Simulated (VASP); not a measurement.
# Nb (Im-3m) in VASP: settings compared, part 2 of 3

VASP 6.6.1. Earlier steps stand in the parts before.

## (3) Phonons, r2SCAN

File POSCAR:

```
Nb
1.0
   -1.6639500000      1.6639500000      1.6639500000
    1.6639500000     -1.6639500000      1.6639500000
    1.6639500000      1.6639500000     -1.6639500000
Nb
1
Direct
    0.0000000000      0.0000000000      0.0000000000
```

File INCAR.step1:

```
PREC     = Accurate       # precision mode
ENCUT    = 600            # plane-wave cutoff, eV
EDIFF    = 1E-8           # SCF threshold, eV
ISMEAR   = 1              # smearing method
SIGMA    = 0.1            # smearing width, eV
LREAL    = F              # projectors in reciprocal space
LASPH    = T              # aspherical terms in the spheres
NELM     = 60             # most SCF steps
ALGO     = Normal         # electronic algorithm
ISIF     = 3              # what is computed and relaxed
LWAVE    = F              # write WAVECAR
LCHARG   = F              # write CHGCAR
METAGGA  = R2SCAN         # meta-GGA
LMIXTAU  = T            
IBRION   = 2              # ionic algorithm
NSW      = 40             # ionic steps
EDIFFG   = -0.002         # ionic threshold
```

File INCAR.step2:

```
PREC     = Accurate       # precision mode
ENCUT    = 600            # plane-wave cutoff, eV
EDIFF    = 1E-8           # SCF threshold, eV
ISMEAR   = 1              # smearing method
SIGMA    = 0.1            # smearing width, eV
LREAL    = F              # projectors in reciprocal space
LASPH    = T              # aspherical terms in the spheres
NELM     = 60             # most SCF steps
ALGO     = Normal         # electronic algorithm
ISIF     = 2              # what is computed and relaxed
LWAVE    = F              # write WAVECAR
LCHARG   = F              # write CHGCAR
METAGGA  = R2SCAN         # meta-GGA
LMIXTAU  = T            
IBRION   = 6              # ionic algorithm
NFREE    = 2            
POTIM    = 0.015          # step
NSW      = 1              # ionic steps
```

File KPOINTS:

```
Automatic mesh
0
Gamma
  8 8 8
```

Potentials or basis: VASP PAW PBE potentials, release 64 (Nb_sv).

On the command line:

```sh
> cat potpaw_PBE.64/Nb_sv/POTCAR > POTCAR
> cp INCAR.step1 INCAR
> mpirun -np 1 vasp_std > vasp.out
> cp CONTCAR POSCAR
> cp INCAR.step2 INCAR
> mpirun -np 1 vasp_std > vasp.out
```

OUTCAR:

```text
PREC = Accurate
   ENCUT = 600
   EDIFF = 1E-8
   ISMEAR = 1
   LREAL = F
   LASPH = T
   NELM = 60
   ISIF = 2
   METAGGA = R2SCAN
   IBRION = 6
   NFREE = 2
   POTIM = 0.015
   NSW = 1

 ion  position               nearest neighbor table
   1  0.000  0.000  0.000-

  LATTYP: Found a body centered cubic cell.
 ALAT       =     3.3047891314

  Lattice vectors:

 A1 = (  -1.6523945657,   1.6523945657,   1.6523945657)
 A2 = (   1.6523945657,  -1.6523945657,   1.6523945657)
 A3 = (   1.6523945657,   1.6523945657,  -1.6523945657)

Analysis of symmetry for initial positions (statically):
=====================================================================
 Subroutine PRICEL returns:
 Original cell was already a primitive cell.

 Routine SETGRP: Setting up the symmetry group for a
 body centered cubic supercell.

 Subroutine GETGRP returns: Found 48 space group operations
 (whereof 48 operations were pure point group operations)
 out of a pool of 48 trial point group operations.

The static configuration has the point symmetry O_h .

Analysis of symmetry for dynamics (positions and initial velocities):
=====================================================================
 Subroutine PRICEL returns:
 Original cell was already a primitive cell.

 Routine SETGRP: Setting up the symmetry group for a
 body centered cubic supercell.

 Subroutine GETGRP returns: Found 48 space group operations
 (whereof 48 operations were pure point group operations)
 out of a pool of 48 trial point group operations.

The dynamic configuration has the point symmetry O_h .

 Subroutine INISYM returns: Found 48 space group operations
 (whereof 48 operations are pure point group operations),
 and found     1 'primitive' translations

[... 222 lines left out ...]

 E-fermi :  10.9390     XC(G=0): -13.6188

 val. band max:       10.9276966240   @ k =  -0.2500   0.2500   0.1250
 cond. band min:      10.9988198384   @ k =   0.2500   0.0000   0.0000
 fundamental gap:      0.0711232145
 Fermi energy:        10.9389995274

 k-point     1 :       0.0000    0.0000    0.0000
  band No.  band energies     occupation
      1     -45.0826      2.00000
      2     -19.6242      2.00000
      3     -19.6242      2.00000
      4     -19.6242      2.00000
      5       4.8214      2.00000
      6      11.5446     -0.00000
      7      11.5446     -0.00000
      8      11.5446     -0.00000
      9      14.6425      0.00000
     10      14.6425      0.00000
[... 287 lines left out ...]
 k-point    24 :      -0.3750    0.3750    0.2500
  band No.  band energies     occupation
      1     -44.7586      2.00000
      2     -20.6877      2.00000
      3     -20.2725      2.00000
      4     -20.1474      2.00000
      5       8.6070      2.00000
      6       9.1476      2.00000
      7      12.1257     -0.00000
      8      12.9208     -0.00000
      9      15.7807      0.00000
     10      17.2682      0.00000

 [... further k-points ...]

------------------------ aborting loop because EDIFF is reached ----------------------------------------

  FORCE on cell =-STRESS in cart. coord.  units (eV):
  Direction    XX          YY          ZZ          XY          YZ          ZX
  --------------------------------------------------------------------------------------
  -------------------------------------------------------------------------------------
  Total        0.0008127      0.0008127      0.0008127      0.0000000      0.0000000     -0.0000000
  in kB        0.0721486      0.0721486      0.0721486      0.0000000      0.0000000     -0.0000000
  external PRESSURE =       0.0721486 kB  Pullay stress =       0.0000000 kB
[... 16 lines left out ...]
  FREE ENERGIE OF THE ION-ELECTRON SYSTEM (eV)
  ---------------------------------------------------
  free  energy   TOTEN  =       -24.8715310847 eV

  energy  without entropy=      -24.8720866714  energy(sigma->0) =      -24.87171628

 INTERNAL STRAIN TENSORS FROM DISPLACED ATOMS
 ============================================

 INTERNAL STRAIN TENSOR FOR ION    1 for displacements in x,y,z  (eV/Angst):
          X           Y           Z          XY          YZ          ZX
  --------------------------------------------------------------------------------
  x     0.00000     0.00000     0.00000     0.00000     0.00000     0.00000
  y     0.00000     0.00000     0.00000     0.00000     0.00000     0.00000
  z     0.00000     0.00000     0.00000     0.00000     0.00000     0.00000

 Eigenvectors and eigenvalues of the dynamical matrix
 ----------------------------------------------------

   1 f  =    0.000000 THz     0.000000 2PiTHz    0.000000 cm-1     0.000000 meV
             X         Y         Z           dx          dy          dz
      0.000000  0.000000  0.000000    -0.975656    0.219308    0.000000

   2 f  =    0.000000 THz     0.000000 2PiTHz    0.000000 cm-1     0.000000 meV
             X         Y         Z           dx          dy          dz
      0.000000  0.000000  0.000000     0.000000    0.000000    1.000000

   3 f  =    0.000000 THz     0.000000 2PiTHz    0.000000 cm-1     0.000000 meV
             X         Y         Z           dx          dy          dz
      0.000000  0.000000  0.000000     0.219308    0.975656    0.000000

 ELASTIC MODULI CONTR FROM IONIC RELAXATION (kBar)
 Direction    XX          YY          ZZ          XY          YZ          ZX
 --------------------------------------------------------------------------------
 XX           0.0000      0.0000      0.0000      0.0000      0.0000      0.0000
 YY           0.0000      0.0000      0.0000      0.0000      0.0000      0.0000
 ZZ           0.0000      0.0000      0.0000      0.0000      0.0000      0.0000
 XY           0.0000      0.0000      0.0000      0.0000      0.0000      0.0000
 YZ           0.0000      0.0000      0.0000      0.0000      0.0000      0.0000
 ZX           0.0000      0.0000      0.0000      0.0000      0.0000      0.0000
 --------------------------------------------------------------------------------
```

It took 3.3 min on 1 thread of AMD EPYC 9R45 (Zen 5), shared host; peak memory 0.12 GiB.

What came out:

| Property | Result |
| --- | --- |
| Relaxed volume | 18.05 Å³/atom |
| Relaxed cell | a = 2.862 Å, b = 2.862 Å, c = 2.862 Å, α = 109.47°, β = 109.47°, γ = 109.47° |
| Space group after relaxing (to 0.05 Å) | Im-3m (No. 229) |

Step by step:
```tsv
step	energy change (eV)	largest force (eV/Å)	pressure (GPa)	volume (Å³)
1	0.0000	0.0000	-3.74	18.43
2	0.0139	0.0000	8.19	17.31
3	-0.0045	0.0000	-0.04	18.05
4	-0.0045	0.0000	0.04	18.04
5	-0.0045	0.0000	-0.06	18.05
6	-0.0045	0.0000	0.01	18.05
```

Final structure:
```cif
data_structure
_symmetry_space_group_name_H-M 'P 1'
_symmetry_Int_Tables_number 1
_cell_length_a 2.8620
_cell_length_b 2.8620
_cell_length_c 2.8620
_cell_angle_alpha 109.471
_cell_angle_beta 109.471
_cell_angle_gamma 109.471
_cell_volume 18.05
loop_
_atom_site_label
_atom_site_type_symbol
_atom_site_fract_x
_atom_site_fract_y
_atom_site_fract_z
_atom_site_occupancy
Nb1 Nb 0.00000 0.00000 0.00000 1
```

Caveat: the PAW data sets were made with another functional, which shifts forces and pressure a little.

(Part 2 of 3 ends here.)
